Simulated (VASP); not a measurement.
# GaAs (F-43m) in VASP: settings compared, part 2 of 2

VASP 6.6.1. Earlier steps stand in the parts before.

## Step 3: Elastic constants, PBE

This run uses another cell than the first one, of 23.77 Å³/atom, 1.047 times its volume.

Input file POSCAR:

```
GaAs
1.0
    0.0000000000      2.8751155357      2.8751155357
    2.8751155357      0.0000000000      2.8751155357
    2.8751155357      2.8751155357      0.0000000000
  Ga              As
     1     1
Direct
     0.0000000000000000    0.0000000000000000    0.0000000000000000
     0.2500000000000000    0.2500000000000000    0.2500000000000000
```

Input file INCAR.step1:

```
PREC = Accurate ; ENCUT = 600
EDIFF = 1E-8 ; ISMEAR = 0
SIGMA = 0.03 ; LREAL = F
LASPH = T ; NELM = 80
ALGO = Normal ; ISIF = 3
LWAVE = F ; LCHARG = F
GGA = PE ; IBRION = 2
NSW = 40 ; EDIFFG = -0.002
```

Input file INCAR.step2:

```
PREC = Accurate ; ENCUT = 600
EDIFF = 1E-8 ; ISMEAR = 0
SIGMA = 0.03 ; LREAL = F
LASPH = T ; NELM = 80
ALGO = Normal ; ISIF = 3
LWAVE = F ; LCHARG = F
GGA = PE ; IBRION = 6
NFREE = 2 ; POTIM = 0.015
NSW = 1
```

Input file KPOINTS:

```
regular mesh
0
Gamma
  10 10 10
```

Potentials or basis: VASP PAW PBE potentials, release 64 (Ga_d, As).

On the command line:

```bash
> cat potpaw_PBE.64/Ga_d/POTCAR potpaw_PBE.64/As/POTCAR > POTCAR
> cp INCAR.step1 INCAR
> mpirun -np 1 vasp_std > vasp.out
> cp CONTCAR POSCAR
> cp INCAR.step2 INCAR
> mpirun -np 1 vasp_std > vasp.out
```

OUTCAR:

```text
PREC = Accurate
   ENCUT = 600
   EDIFF = 1E-8
   ISMEAR = 0
   LREAL = F
   LASPH = T
   NELM = 80
   ISIF = 3
   GGA = PE
   IBRION = 6
   NFREE = 2
   POTIM = 0.015
   NSW = 1

 ion  position               nearest neighbor table
   1  0.000  0.000  0.000-   2 2.49   2 2.49   2 2.49   2 2.49
   2  0.250  0.250  0.250-   1 2.49   1 2.49   1 2.49   1 2.49

  LATTYP: Found a face centered cubic cell.
 ALAT       =     5.7497891040

  Lattice vectors:

 A1 = (   0.0000000000,   2.8748945520,   2.8748945520)
 A2 = (   2.8748945520,   0.0000000000,   2.8748945520)
 A3 = (   2.8748945520,   2.8748945520,   0.0000000000)

Analysis of symmetry for initial positions (statically):
=====================================================================
[... 808 lines left out ...]
  x     0.00000     0.00000     0.00000     0.00000     6.14721     0.00000
  y    -0.00000     0.00000    -0.00000     0.00000     0.00000     6.14721
  z     0.00000     0.00000     0.00000     6.14721     0.00000     0.00000

 INTERNAL STRAIN TENSOR FOR ION    2 for displacements in x,y,z  (eV/Angst):
          X           Y           Z          XY          YZ          ZX
  --------------------------------------------------------------------------------
  x    -0.00000     0.00000     0.00000     0.00000    -6.14609     0.00000
  y     0.00000    -0.00000     0.00000     0.00000     0.00000    -6.14609
  z     0.00000     0.00000    -0.00000    -6.14609     0.00000     0.00000

 Eigenvectors and eigenvalues of the dynamical matrix
 ----------------------------------------------------

   1 f  =    7.555456 THz    47.472331 2PiTHz  252.022891 cm-1    31.246842 meV
             X         Y         Z           dx          dy          dz
      0.000000  0.000000  0.000000     0.000000    0.719321    0.000000
      1.437447  1.437447  1.437447     0.000000   -0.694678    0.000000
[... 21 lines left out ...]
   6 f/i=    0.004150 THz     0.026076 2PiTHz    0.138431 cm-1     0.017163 meV
             X         Y         Z           dx          dy          dz
      0.000000  0.000000  0.000000     0.000000    0.000000   -0.694678
      1.437447  1.437447  1.437447     0.000000    0.000000   -0.719321

--------------------------------------------------------------------------------------------------------

 ELASTIC MODULI CONTR FROM IONIC RELAXATION (kBar)
 Direction    XX          YY          ZZ          XY          YZ          ZX
 --------------------------------------------------------------------------------
 XX          -0.0000     -0.0000     -0.0000     -0.0000     -0.0000      0.0000
 YY          -0.0000     -0.0000     -0.0000     -0.0000     -0.0000     -0.0000
 ZZ          -0.0000     -0.0000     -0.0000     -0.0000     -0.0000      0.0000
 XY          -0.0000     -0.0000     -0.0000   -150.9986      0.0000      0.0000
 YZ          -0.0000     -0.0000     -0.0000      0.0000   -150.9986      0.0000
 ZX           0.0000     -0.0000      0.0000      0.0000      0.0000   -150.9986
 --------------------------------------------------------------------------------

 TOTAL ELASTIC MODULI (kBar)
 Direction    XX          YY          ZZ          XY          YZ          ZX
 --------------------------------------------------------------------------------
 XX         979.0577    407.1002    407.1002     -0.0000     -0.0000      0.0000
 YY         407.1002    979.0577    407.1002     -0.0000     -0.0000     -0.0000
 ZZ         407.1002    407.1002    979.0577     -0.0000     -0.0000      0.0000
 XY          -0.0000     -0.0000     -0.0000    507.5345      0.0000      0.0000
 YZ          -0.0000     -0.0000     -0.0000      0.0000    507.5345      0.0000
 ZX           0.0000     -0.0000      0.0000      0.0000      0.0000    507.5345
 --------------------------------------------------------------------------------
```

OUTCAR.step1:

```text
PREC = Accurate
   ENCUT = 600
   EDIFF = 1E-8
   ISMEAR = 0
   LREAL = F
   LASPH = T
   NELM = 80
   ISIF = 3
[... 675 lines left out ...]
  -------------------------------------------------------------------------------------
  Total        0.0002219      0.0002219      0.0002219      0.0000000      0.0000000     -0.0000000
  in kB        0.0074802      0.0074802      0.0074802      0.0000000      0.0000000     -0.0000000
  external PRESSURE =       0.0074802 kB  Pullay stress =       0.0000000 kB
[... 17 lines left out ...]
  FREE ENERGIE OF THE ION-ELECTRON SYSTEM (eV)
  ---------------------------------------------------
  free  energy   TOTEN  =        -8.2751311054 eV

  energy  without entropy=       -8.2751309550  energy(sigma->0) =       -8.27513103

 reached required accuracy - stopping structural energy minimisation
```

It took 32 min on 1 thread of AMD EPYC 7R43 (Zen 3), shared host; peak memory 0.42 GiB.

What came out:

```yaml
Elastic_constants_C11_C12_C44: 98, 41, 51 GPa
Voigt_bulk_modulus: 60 GPa
Highest_phonon_frequency_at_Γ_LO-TO_splitting_left_out: 252 cm⁻¹
```

Phonon frequencies in cm⁻¹ (negative: imaginary):
```csv
q point,frequencies
"(0.000, 0.000, 0.000)",0 0 0 252 252 252
```

Elastic tensor in Voigt notation (GPa, in the Cartesian axes of the cell as first typed):
```
98 41 41  0  0  0
41 98 41  0  0  0
41 41 98  0  0  0
 0  0  0 51  0  0
 0  0  0  0 51  0
 0  0  0  0  0 51
```

Clamped-ion elastic tensor (GPa):
```
98 41 41  0  0  0
41 98 41  0  0  0
41 41 98  0  0  0
 0  0  0 66  0  0
 0  0  0  0 66  0
 0  0  0  0  0 66
```

## Step 4: Band structure, PBE

Input file INCAR:

```
PREC = Accurate
ENCUT = 520
EDIFF = 1E-6
ISMEAR = 0
SIGMA = 0.03
LREAL = False
LASPH = True
NELM = 80
ALGO = Normal
ISIF = 2
LWAVE = False
LCHARG = False
GGA = PE
KPAR = 4
```

KPOINTS is that of step 3.

Input file POSCAR:

```
GaAs                                    
1.0
    0.0000000000      2.8313993248      2.8313993248
    2.8313993248      0.0000000000      2.8313993248
    2.8313993248      2.8313993248      0.0000000000
  Ga              As            
     1     1
Direct
     0.0000000000000000    0.0000000000000000    0.0000000000000000
     0.2500000000000000    0.2500000000000000    0.2500000000000000
```

Input file KPOINTS_OPT:

```
explicit points
202
Reciprocal
 0.0000000000  0.0000000000  0.0000000000 1
 0.0555555556  0.0000000000  0.0555555556 1
 0.1111111111  0.0000000000  0.1111111111 1
 0.1666666667  0.0000000000  0.1666666667 1
 0.2222222222  0.0000000000  0.2222222222 1
 0.2777777778  0.0000000000  0.2777777778 1
[... 194 lines left out ...]
 0.5111346300  0.0222692700  0.5111346300 1
 0.4888653700 -0.0222692700  0.4888653700 1
```

Potentials or basis: VASP PAW PBE potentials, release 64 (Ga_d, As).

On the command line:

```bash
> cat potpaw_PBE.64/Ga_d/POTCAR potpaw_PBE.64/As/POTCAR > POTCAR
> mpirun -np 4 vasp_std > vasp.out
```

OUTCAR:

```text
PREC = Accurate
   ENCUT = 520
   EDIFF = 1E-6
   ISMEAR = 0
   LREAL = False
   LASPH = True
   NELM = 80
   ISIF = 2
   GGA = PE

 ion  position               nearest neighbor table
   1  0.000  0.000  0.000-   2 2.45   2 2.45   2 2.45   2 2.45
   2  0.250  0.250  0.250-   1 2.45   1 2.45   1 2.45   1 2.45

  LATTYP: Found a face centered cubic cell.
 ALAT       =     5.6627986496

  Lattice vectors:

 A1 = (   0.0000000000,   2.8313993248,   2.8313993248)
 A2 = (   2.8313993248,   0.0000000000,   2.8313993248)
 A3 = (   2.8313993248,   2.8313993248,   0.0000000000)

Analysis of symmetry for initial positions (statically):
=====================================================================
 Subroutine PRICEL returns:
 Original cell was already a primitive cell.

 Routine SETGRP: Setting up the symmetry group for a
 face centered cubic supercell.

 Subroutine GETGRP returns: Found 24 space group operations
 (whereof 24 operations were pure point group operations)
 out of a pool of 48 trial point group operations.

The static configuration has the point symmetry T_d .

Analysis of symmetry for dynamics (positions and initial velocities):
[... 168 lines left out ...]
 k-point     1 :       0.0000    0.0000    0.0000
  band No.  band energies     occupation
      1     -10.9118      2.00000
      2     -10.9118      2.00000
      3     -10.9118      2.00000
      4     -10.8338      2.00000
      5     -10.8338      2.00000
      6      -8.8051      2.00000
      7       3.8858      2.00000
      8       3.8858      2.00000
      9       3.8858      2.00000
     10       4.3701      0.00000
     11       7.6143      0.00000
     12       7.6143      0.00000
     13       7.6143      0.00000
[... 354 lines left out ...]
  band No.  band energies     occupation
      1     -11.0017      2.00000
      2     -10.8763      2.00000
      3     -10.8749      2.00000
      4     -10.8511      2.00000
      5     -10.8244      2.00000
      6      -7.0825      2.00000
      7      -1.7662      2.00000
      8       1.3161      2.00000
      9       1.6516      2.00000
     10       5.7368      0.00000
     11       6.7439      0.00000
     12      11.1625      0.00000
     13      11.7960      0.00000

 [... further k-points ...]
[... 5 lines left out ...]
  --------------------------------------------------------------------------------------
  -------------------------------------------------------------------------------------
  Total        0.8781810      0.8781810      0.8781810      0.0000000     -0.0000000      0.0000000
  in kB       30.9928325     30.9928325     30.9928325      0.0000000     -0.0000000      0.0000000
  external PRESSURE =      30.9928325 kB  Pullay stress =       0.0000000 kB

 VOLUME and BASIS-vectors are now :
 -----------------------------------------------------------------------------
  energy-cutoff  :      520.00
  volume of cell :       45.40
      direct lattice vectors                 reciprocal lattice vectors
     0.000000000  2.831399325  2.831399325    -0.176591128  0.176591128  0.176591128
     2.831399325  0.000000000  2.831399325     0.176591128 -0.176591128  0.176591128
     2.831399325  2.831399325  0.000000000     0.176591128  0.176591128 -0.176591128

 POSITION                                       TOTAL-FORCE (eV/Angst)
 -----------------------------------------------------------------------------------
      0.00000      0.00000      0.00000        -0.000000     -0.000000     -0.000000
      1.41570      1.41570      1.41570         0.000000      0.000000      0.000000
 -----------------------------------------------------------------------------------
    total drift:                                0.000002      0.000002      0.000002

  FREE ENERGIE OF THE ION-ELECTRON SYSTEM (eV)
  ---------------------------------------------------
  free  energy   TOTEN  =        -8.2553635956 eV

  energy  without entropy=       -8.2553635956  energy(sigma->0) =       -8.25536360
```

OSZICAR:

```text
N       E                     dE             d eps       ncg     rms          rms(c)
DAV:   1     0.816284628981E+02    0.81628E+02   -0.91554E+03  1222   0.189E+03
DAV:   2    -0.190564947724E+01   -0.83534E+02   -0.81038E+02  1302   0.334E+02
DAV:   3    -0.830354653698E+01   -0.63979E+01   -0.63276E+01  1537   0.767E+01
[... 46 lines left out ...]
DAV:   8    -0.576797791179E+04   -0.70015E-06     1024
       N       E                     dE             ncg
DAV:   1     0.219637294128E+05   -0.95267E+04      364
DAV:   2     0.207790345210E+05   -0.11847E+04      379
DAV:   3     0.206929155409E+05   -0.86119E+02      479
DAV:   4     0.206915701420E+05   -0.13454E+01      464
DAV:   5     0.206915503524E+05   -0.19790E-01      489
DAV:   6     0.206915495287E+05   -0.82376E-03      532
DAV:   7     0.206915495209E+05   -0.77075E-05      437
DAV:   8     0.206915495206E+05   -0.34277E-06      360
```

Wall time 15 s (4 MPI ranks of Intel Xeon 6975P-C (Granite Rapids), shared host); peak memory 0.2 GiB.

What came out:

- Free energy: -8.2554 eV
- Pressure: 3.1 GPa
- Band gap on the k mesh: 0.48 eV, direct
- Band gap along the path: 0.48 eV, direct

Levels at the corners of the path, in eV from the valence-band top:
| point | band 5 | band 6 | band 7 | band 8 | band 9 | band 10 | band 11 | band 12 | band 13 |
| --- | --- | --- | --- | --- | --- | --- | --- | --- | --- |
| Γ | -14.72 | -12.69 | 0.00 | 0.00 | 0.00 | 0.48 | 3.73 | 3.73 | 3.73 |
| X | -14.71 | -10.21 | -6.80 | -2.66 | -2.66 | 1.47 | 1.66 | 10.13 | 10.13 |
| X | -14.71 | -10.21 | -6.80 | -2.66 | -2.66 | 1.47 | 1.66 | 10.13 | 10.13 |
| W | -14.72 | -10.15 | -6.61 | -3.51 | -3.32 | 4.60 | 4.72 | 5.39 | 6.03 |
| W | -14.72 | -10.15 | -6.61 | -3.51 | -3.32 | 4.60 | 4.72 | 5.39 | 6.03 |
| K | -14.71 | -10.24 | -6.61 | -3.83 | -2.24 | 1.96 | 4.62 | 7.92 | 8.03 |
| K | -14.71 | -10.24 | -6.61 | -3.83 | -2.24 | 1.96 | 4.62 | 7.92 | 8.03 |
| Γ | -14.72 | -12.69 | 0.00 | 0.00 | 0.00 | 0.48 | 3.73 | 3.73 | 3.73 |
| Γ | -14.72 | -12.69 | 0.00 | 0.00 | 0.00 | 0.48 | 3.73 | 3.73 | 3.73 |
| L | -14.72 | -10.94 | -6.61 | -1.13 | -1.13 | 0.99 | 4.63 | 4.63 | 7.75 |
| L | -14.72 | -10.94 | -6.61 | -1.13 | -1.13 | 0.99 | 4.63 | 4.63 | 7.75 |
| U | -14.71 | -10.24 | -6.61 | -3.83 | -2.24 | 1.96 | 4.62 | 7.92 | 8.03 |
| U | -14.71 | -10.24 | -6.61 | -3.83 | -2.24 | 1.96 | 4.62 | 7.92 | 8.03 |
| W | -14.72 | -10.15 | -6.61 | -3.51 | -3.32 | 4.60 | 4.72 | 5.39 | 6.03 |
| W | -14.72 | -10.15 | -6.61 | -3.51 | -3.32 | 4.60 | 4.72 | 5.39 | 6.03 |
| L | -14.72 | -10.94 | -6.61 | -1.13 | -1.13 | 0.99 | 4.63 | 4.63 | 7.75 |
| L | -14.72 | -10.94 | -6.61 | -1.13 | -1.13 | 0.99 | 4.63 | 4.63 | 7.75 |
| K | -14.71 | -10.24 | -6.61 | -3.83 | -2.24 | 1.96 | 4.62 | 7.92 | 8.03 |
| U | -14.71 | -10.24 | -6.61 | -3.83 | -2.24 | 1.96 | 4.62 | 7.92 | 8.03 |
| X | -14.71 | -10.21 | -6.80 | -2.66 | -2.66 | 1.47 | 1.66 | 10.13 | 10.14 |

## Step 5: Band structure, LDA

Edit INCAR of step 4 so:

```diff
@@ -12,3 +12,2 @@
 LCHARG = False
-GGA = PE
 KPAR = 4
```

KPOINTS is that of step 4.

POSCAR is that of step 4.

KPOINTS_OPT is that of step 4.

Potentials or basis: VASP PAW LDA potentials, release 64 (Ga_d, As).

On the command line:

```bash
> cat potpaw_LDA.64/Ga_d/POTCAR potpaw_LDA.64/As/POTCAR > POTCAR
> mpirun -np 4 vasp_std > vasp.out
```

Wall time 13 s (4 MPI ranks of Intel Xeon 6975P-C (Granite Rapids), shared host); peak memory 0.18 GiB.

The run converged. Its results:

| Item | Value |
| --- | --- |
| Free energy | -9.6336 eV |
| Pressure | -1.9 GPa |
| Band gap on the k mesh | 0.30 eV, direct |
| Band gap along the path | 0.30 eV, direct |

Levels at the corners of the path, in eV from the valence-band top:
```
point  band 6  band 7  band 8  band 9  band 10  band 11  band 12  band 13
    Γ  -12.73    0.00    0.00    0.00     0.30     3.67     3.67     3.67
    X  -10.25   -6.85   -2.67   -2.67     1.35     1.55    10.00    10.00
    X  -10.25   -6.85   -2.67   -2.67     1.35     1.55    10.00    10.00
    W  -10.19   -6.67   -3.54   -3.35     4.52     4.63     5.28     5.93
    W  -10.19   -6.67   -3.54   -3.35     4.52     4.63     5.28     5.93
    K  -10.28   -6.67   -3.87   -2.25     1.85     4.53     7.79     7.96
    K  -10.28   -6.67   -3.87   -2.25     1.85     4.53     7.79     7.96
    Γ  -12.73    0.00    0.00    0.00     0.30     3.67     3.67     3.67
    Γ  -12.73    0.00    0.00    0.00     0.30     3.67     3.67     3.67
    L  -10.98   -6.67   -1.14   -1.14     0.85     4.58     4.58     7.56
    L  -10.98   -6.67   -1.14   -1.14     0.85     4.58     4.58     7.56
    U  -10.28   -6.67   -3.87   -2.25     1.85     4.53     7.79     7.96
    U  -10.28   -6.67   -3.87   -2.25     1.85     4.53     7.79     7.96
    W  -10.19   -6.67   -3.54   -3.35     4.52     4.63     5.28     5.93
    W  -10.19   -6.67   -3.54   -3.35     4.52     4.63     5.28     5.93
    L  -10.98   -6.67   -1.14   -1.14     0.85     4.58     4.58     7.56
    L  -10.98   -6.67   -1.14   -1.14     0.85     4.58     4.58     7.56
    K  -10.28   -6.67   -3.87   -2.25     1.85     4.53     7.79     7.96
    U  -10.28   -6.67   -3.87   -2.25     1.85     4.53     7.79     7.96
    X  -10.25   -6.85   -2.67   -2.67     1.35     1.55    10.00    10.01
```

## Step 6: Overview

| task | level | potentials or basis | cell | k mesh | cutoff (eV) | smearing | GW scheme | GW iterations | cutoff of the response function | frequency points | empty bands | mesh quality | gap on the mesh (eV) | pressure (GPa) |
| --- | --- | --- | --- | --- | --- | --- | --- | --- | --- | --- | --- | --- | --- | --- |
| evGW0 quasiparticle levels | PBE | VASP PAW PBE potentials, release 64 (Ga_d_GW, As_GW) | F-43m, 22.7 Å³/atom | 4 × 4 × 4 | 500 | gaussian 0.01 eV | evGW0 | 4 | 150 | 48 | 169 | coarse | - | - |
| elastic constants | PBE | VASP PAW PBE potentials, release 64 (Ga_d, As) | F-43m, 23.77 Å³/atom | 10 × 10 × 10 | 600 | gaussian 0.03 eV | - | - | - | - | - | not flagged | - | - |
| band structure | PBE | VASP PAW PBE potentials, release 64 (Ga_d, As) | F-43m, 22.7 Å³/atom | 10 × 10 × 10 | 520 | gaussian 0.03 eV | - | - | - | - | - | not flagged | 0.48 | 3.1 |
| band structure | LDA | VASP PAW LDA potentials, release 64 (Ga_d, As) | F-43m, 22.7 Å³/atom | 10 × 10 × 10 | 520 | gaussian 0.03 eV | - | - | - | - | - | not flagged | 0.30 | -1.9 |

Alike in all rows: no spin polarisation.

Caveats: some runs use coarse meshes; the cutoff is under 1.25 times the usual one of these potentials, so pressure, stress and relaxed cells hold a basis-set (Pulay) error (some runs); bands, screening cutoff and mesh are small and nothing is extrapolated, so the quasiparticle values aren't converged (some runs).

Absolute energies hang on the potentials; compare differences alone.

## Step 7: How close it comes

Step 4. Measured gap of GaAs: 1.418 eV (direct; 300 K; “Evidence of valence band perturbations in GaAsN/GaAs(001): A combined variable-angle spectroscopic ellipsometry and modulated photoreflectance investigation”, 2008, arxiv:0805.2212). This calculation gives 0.48 eV (-0.93 eV). 3 values of this kind are on record (1.412 to 1.51 eV); this one was drawn at random among those near their median, those with a stated uncertainty first. Spin-orbit coupling on As, Ga is left out. The value is that of PBE, without temperature or zero-point motion. Semilocal functionals fall short of measured gaps as a rule.

Step 5. A measured gap of GaAs is 1.418 eV (direct; 300 K; “Evidence of valence band perturbations in GaAsN/GaAs(001): A combined variable-angle spectroscopic ellipsometry and modulated photoreflectance investigation”, 2008, arxiv:0805.2212); the calculated 0.30 eV misses it by -1.12 eV. So large a miss can be the level of theory's own, or it may mean another phase, state or a wrong row. 3 values of this kind are on record (1.412 to 1.51 eV); this one was drawn at random among those near their median, those with a stated uncertainty first. Spin-orbit coupling on As, Ga is left out. The value is that of LDA, without temperature or zero-point motion. Semilocal functionals fall short of measured gaps as a rule.
